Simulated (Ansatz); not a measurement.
**Te: the order of phases at one pressure**

Which of bcc, hcp, beta tin, sc, diamond has the lowest enthalpy for Te at one common pressure? Methods of the runs shown: PAW.

Program: Ansatz 0.2.0. Level of theory: DFT, PBE, PAW with Ansatz's default frozen-core files, scalar-relativistic. These are calculated values, not measurements.

## (1) The starting structure

It takes space group Im-3m (No. 229, cubic). The conventional cell has a = 3.871 Å, b = 3.871 Å, c = 3.871 Å, α = 90.00°, β = 90.00°, γ = 90.00°. Around Te (site symmetry m-3m) lie 8 Te at 3.35 Å.

As a file:

```
Te
1.0
    -1.93544    1.93544    1.93544
     1.93544   -1.93544    1.93544
     1.93544    1.93544   -1.93544
Te
1
Direct
  0.00000 0.00000 0.00000
```

## (2) Cell relaxed at zero pressure, PAW

Input file input.yaml:

```yaml
crystal:
  lattice:
    - [-1.9354383203, 1.9354383203, 1.9354383203]
    - [1.9354383203, -1.9354383203, 1.9354383203]
    - [1.9354383203, 1.9354383203, -1.9354383203]
  atoms:
    - { symbol: Te, position: [0.0, 0.0, 0.0] }
kpoints:
  mp_grid: { grid: [15, 15, 15] }
scf:
  occupations: { method: fermi_dirac, width: 0.05 }
hamiltonian:
  xc: pbe
  pseudopotentials: { kind: paw }
output:
  forces: true
  stress: true
  write_density: true
  write_potential: true
  elf: true
  volumetric_format: npy
relax:
  f_tol: 0.005
  max_steps: 40
  cell: {}
```

On the command line:

```
$ ansatz run input.yaml --threads 2 --pin off --max-ram 5120MiB --backend cpu --events-out ev --progress --plain --runs-dir out
```

Further steps of the session: Volume scaled by 0.82, to set the pressure, PAW; Bcc relaxed under pressure, PAW; Hcp relaxed under pressure, PAW; Beta tin relaxed under pressure, PAW; Sc relaxed under pressure, PAW; Diamond relaxed under pressure, PAW.

What does the calculation give? Wanted: pressure; lowest.

As calculated:

| quantity | value |
| --- | --- |
| pressure | 17 GPa |
| lowest (PAW) | bcc, 10.7 meV/atom under hcp |

By PAW the order is bcc < hcp < sc < beta tin < diamond. Only these structures were tried, with electrons smeared by 0.05 eV and without vibrations, so the true ground state may be another. The k meshes differ between phases and weren't tested, which can move differences by some meV. The hcp start ended with c/a = 1.35, far from close packing. Spin-orbit coupling is left out, though the cell holds Te; in elements this heavy it can shift bands and gaps by tenths of an eV.
